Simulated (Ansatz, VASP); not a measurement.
# MgI2: VASP beside Ansatz

INCAR

```
ALGO = Normal
EDIFF = 1E-6
ENCUT = 520
GGA = PE
ISIF = 2
ISMEAR = 0
LASPH = T
LCHARG = F
LREAL = F
LWAVE = F
NBANDS = 15
NELM = 100
PREC = Accurate
SIGMA = 0.05
```

The input KPOINTS:

```
k-points
0
Gamma
  6 6 4
```

File POSCAR:

```
MgI2
1.0
    4.1537001214      0.0000000000      0.0000000000
   -2.0768500607      3.5972098248      0.0000000000
    0.0000000000      0.0000000000      6.8620000000
Mg I
1 2
Direct
    0.0201390635      0.0147428177      0.0000000000
    0.3333333333      0.6666666667      0.7576300000
    0.6666666667      0.3333333333      0.2423700000
```

Input for Ansatz:

```yaml
crystal:
  lattice:
    - [4.1537001214, 0.0, 0.0]
    - [-2.0768500607, 3.5972098248, 0.0]
    - [0.0, 0.0, 6.862]
  atoms:
    - { symbol: Mg, position: [0.0201390635, 0.0147428177, 0.0] }
    - { symbol: I, position: [0.3333333333, 0.6666666667, 0.75763] }
    - { symbol: I, position: [0.6666666667, 0.3333333333, 0.24237] }
basis:
  ecutwfc: 420
kpoints:
  mp_grid: { grid: [6, 6, 4] }
hamiltonian:
  xc: pbe
scf:
  occupations: { method: gaussian, width: 0.05 }
output:
  forces: true
  stress: true
  eigenvalues: true
```

Change from the starting cell: all Mg atoms moved +0.075 Å, as atom 1 along Cartesian [1 1 0].

Alike in both runs: task single point; functional PBE; k mesh 6 × 6 × 4; occupations gaussian, width 0.05 eV; no spin polarisation.

|  | VASP | Ansatz |
| --- | --- | --- |
| version | VASP 6.6.1 | Ansatz 0.2.0 |
| potentials or method | VASP PAW PBE potentials, release 64 (Mg, I) | scalar-relativistic, plane waves, PAW |
| plane-wave cutoff (eV) | 520 | 420 |
| valence electrons in the cell | 16 | 44 |

```csv
,VASP,Ansatz,Ansatz less VASP
gap on the k mesh at the Fermi level (eV),3.50,3.52,+0.019
least direct gap on the mesh (eV),3.69,3.70,+0.018
pressure (GPa),1.3,1.3,+0.06
largest component of the traceless stress (GPa),0.19,0.18,-0.006
rms of the force components (eV/Å),0.080,0.081,+0.0012
```

Atom by atom the forces differ by 0.005 eV/Å (rms over components). The two sets of potentials don't hold the same shells in valence.

Caveats: spin-orbit coupling is left out, which moves the levels of the heavy elements. A k mesh can miss the band edges.
